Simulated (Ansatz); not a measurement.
Runs of Ansatz 0.2.0 on Gd. It takes space group P6_3/mmc (No. 194, hexagonal). The conventional cell has a = 3.636 Å, b = 3.636 Å, c = 5.783 Å, α = 90.00°, β = 90.00°, γ = 120.00°. Gd (site symmetry -6m2) has 12 Gd at 3.57 to 3.64 Å as nearest neighbours. 

| task | level | cell | smearing | gap on the mesh (eV) | pressure (GPa) | moment (μB) | relaxed volume (Å³/atom) |
| --- | --- | --- | --- | --- | --- | --- | --- |
| relaxation of cell and atoms | PBEsol | relaxed | fermi-dirac 0.05 eV | none | 0.0 | (a) | 31.40 |
| relaxation of cell and atoms | BLYP | relaxed | fermi-dirac 0.05 eV | none | 0.0 | (b) | 34.82 |
| relaxation of cell and atoms | RPBE | relaxed | fermi-dirac 0.05 eV | none | 0.0 | (c) | 35.45 |
| relaxation of cell and atoms | revPBE+D3(BJ) | relaxed | fermi-dirac 0.05 eV | none | 0.0 | 15.24 | 31.04 |
| single point | PBE | as given | gaussian 0.028 eV | none | 0.6 | 15.20 | - |

Alike in all rows: potentials or basis Ansatz PAW; spin collinear, ferromagnetic start; k mesh 8 × 8 × 5; cutoff (eV) 420.

Problem. Estimate the missing entries.

Solution. (a) 15.17; (b) 14.96; (c) 15.34.

Caveats: spin-orbit coupling is left out, which moves the levels of the heavy elements; the plane-wave basis is chosen anew once the cell has moved, so the energies of steps on either side of that aren't comparable (some runs); the PAW data sets come from PBE, with cores solved anew for the run's functional, which leaves a small shift of forces and pressure (some runs); pairwise dispersion overbinds metals, which lowers pressure and volume (some runs).

A k mesh can miss the band edges, and the runs leave out spin-orbit coupling on Gd.

A gap of «none» marks a metal or a gap under the smearing width.
